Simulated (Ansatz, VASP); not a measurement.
P in VASP and in Ansatz

```
P
1.0
     1.72572    0.99635    3.12968
    -1.72572    0.99635    3.12968
     0.00000   -1.99270    3.12968
P
2
Direct
  0.22708 0.22708 0.22708
  0.77292 0.77292 0.77292
```

This isn't the form of P at room conditions, which is orthorhombic.

Alike in both runs: task single point; functional r2SCAN; dispersion D4; k mesh 6 × 6 × 6; occupations fermi-dirac, width 0.05 eV; no spin polarisation.

|  | VASP | Ansatz |
| --- | --- | --- |
| version | VASP 6.6.1 | Ansatz 0.2.0 |
| potentials or method | VASP PAW PBE potentials, release 64 (P) | plane waves, PAW |
| plane-wave cutoff (eV) | 520 | 600 |
| valence electrons in the cell | 10 | 10 |

VASP gave:

- pressure (GPa): -1.6
- largest component of the traceless stress (GPa): 0.05
- dispersion energy (meV/atom): -169.6

Q: Which values does Ansatz return?

A: Pressure (GPa): -1.1; largest component of the traceless stress (GPa): 0.18; dispersion energy (meV/atom): -169.7.

With one functional, cell and mesh, what is left measures potentials, basis and numerics.

Caveats: the k mesh is coarse (spacing up to 0.37 Å⁻¹), so the values aren't converged; the PAW data sets were made with another functional, which shifts forces and pressure a little (VASP); pairwise dispersion overbinds metals, which lowers pressure and volume.
